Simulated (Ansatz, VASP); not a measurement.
## Mg2H3 in VASP and in Ansatz

```
CELL_PARAMETERS angstrom
2.64857 -4.82370 0.00000
2.64857 4.82370 0.00000
0.00000 0.00000 2.91360
ATOMIC_POSITIONS crystal
Mg 0.83137 0.16863 0.50000
Mg 0.16863 0.83137 0.50000
H 0.00000 0.00000 0.00000
H 0.50000 0.50000 0.13008
H 0.50000 0.50000 0.86992
```

Alike in both runs: functional PBE; k mesh 8 × 8 × 12; occupations gaussian, width 0.1 eV; no spin polarisation.

Ansatz relaxed the structure, and its values are those at the end. VASP's run is a single point on that final structure, the one shown.

```csv
,VASP,Ansatz
version,VASP 6.6.1,Ansatz 0.2.0
potentials or method,"VASP PAW PBE potentials, release 64 (Mg, H)","scalar-relativistic, plane waves, PAW"
plane-wave cutoff (eV),520,420
valence electrons in the cell,7,23
```

|  | VASP | Ansatz | Ansatz less VASP |
| --- | --- | --- | --- |
| gap on the k mesh at the Fermi level (eV) | none | none | - |
| pressure (GPa) | -0.2 | 0.0 | +0.15 |

A gap of «none» marks a metal or a gap that the smearing closes. The two sets of potentials don't hold the same shells in valence.
